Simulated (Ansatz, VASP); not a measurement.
# One calculation of Y, two programs

```
Y
1.0
     0.00000    2.53192    2.53192
     2.53192    0.00000    2.53192
     2.53192    2.53192    0.00000
Y
1
Cartesian
  0.0000 0.0000 0.0000
```

Alike in both runs: functional PBE; k mesh 12 × 12 × 12; occupations fermi-dirac, width 0.03 eV; no spin polarisation.

Ansatz relaxed the structure, and its values are those at the end. VASP's run is a single point on that final structure, the one shown.

```csv
,VASP,Ansatz
version,VASP 6.6.1,Ansatz 0.2.0
potentials or method,"VASP PAW PBE potentials, release 64 (Y_sv)","PAW with Ansatz's default frozen-core files, scalar-relativistic"
plane-wave cutoff (eV),520,420
valence electrons in the cell,11,11
```

VASP gave:

```
pressure (GPa) : -0.2
```

Problem. What did Ansatz give for the same quantities?

Solution. Pressure (GPa): 0.0.
